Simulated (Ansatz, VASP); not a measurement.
Re: VASP beside Ansatz

```
Re
1.0
     1.35567    0.78270    6.56186
    -1.35567    0.78270    6.56186
     0.00000   -1.56540    6.56186
Re
3
Cartesian
  0.0000 0.0000 15.3120
  0.0000 0.0000 4.3736
  0.0000 0.0000 0.0000
```

Change from the starting cell: volume scaled by 0.94.

Alike in both runs: task single point; functional PBE; k mesh 11 × 11 × 11; occupations fermi-dirac, width 0.05 eV; no spin polarisation.

|  | VASP | Ansatz |
| --- | --- | --- |
| version | VASP 6.6.1 | Ansatz 0.2.0 |
| potentials or method | VASP PAW PBE potentials, release 64 (Re) | Ansatz PAW |
| plane-wave cutoff (eV) | 520 | 420 |
| valence electrons in the cell | 21 | 45 |

Ansatz gave:

```
gap on the k mesh at the Fermi level (eV)       : none
pressure (GPa)                                  : 30.6
largest component of the traceless stress (GPa) : 0.23
rms of the force components (eV/Å)              : 0.010
```

Which values does VASP return?

gap on the k mesh at the Fermi level (eV): none; pressure (GPa): 30.6; largest component of the traceless stress (GPa): 0.14; rms of the force components (eV/Å): 0.008.

Atom by atom the forces differ by 0.002 eV/Å (rms over components). A gap of «none» marks a metal or a gap that the smearing closes. The two sets of potentials don't hold the same shells in valence.

The runs have no spin-orbit coupling, so splittings on Re are missing.
